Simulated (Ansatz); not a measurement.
# MgO: enthalpy against pressure

MgO, Fm-3m, a = 4.254 Å. Ansatz: PBE, PAW, 420 eV, Γ-centred 10×10×10 mesh on 2 atoms, Gaussian smearing 0.02 eV; no spin polarisation. Cell and atoms are relaxed at each pressure, and no other structure is tried, so the rows at high pressure may lie past a change of phase. y is the enthalpy over the state at zero pressure; there V0 = 9.620 Å³/atom. The pressures are the targets, met within 0.07 GPa.

| P (GPa) | y (eV/atom) |
| --- | --- |
| -3.0 | -0.1821 |
| 0.0 | 0.0000 |
| 3.0 | 0.1784 |
| 8.0 | ? |
| 15.0 | 0.8618 |
| 30.0 | 1.6626 |
| 60.0 | 3.1402 |

Task: Fit y = c1 P + c2 P² + c3 P³ to the other rows, say what c1 and c2 mean, and predict the missing value.

Result: Least squares on the rows shown. y = 0.059924 P − 0.00017428 P² + 7.9721×10⁻⁷ P³. Since dH/dP = V, c1 is V0: 0.059924 eV/GPa × 160.2 = 9.600 Å³ against 9.620; c2 = −V0/(2B0) gives B0 = 172 GPa, where a Birch–Murnaghan fit to the volumes of the same runs (not shown) gives 149 GPa: a cubic over this range folds the higher terms into c2. At P = 8.0 the fit asked for gives 0.4686 eV/atom. The run gave 0.4685 eV/atom, so the fit is 0.0001 eV/atom too high, within the rms miss on the fitted rows (0.0004 eV/atom).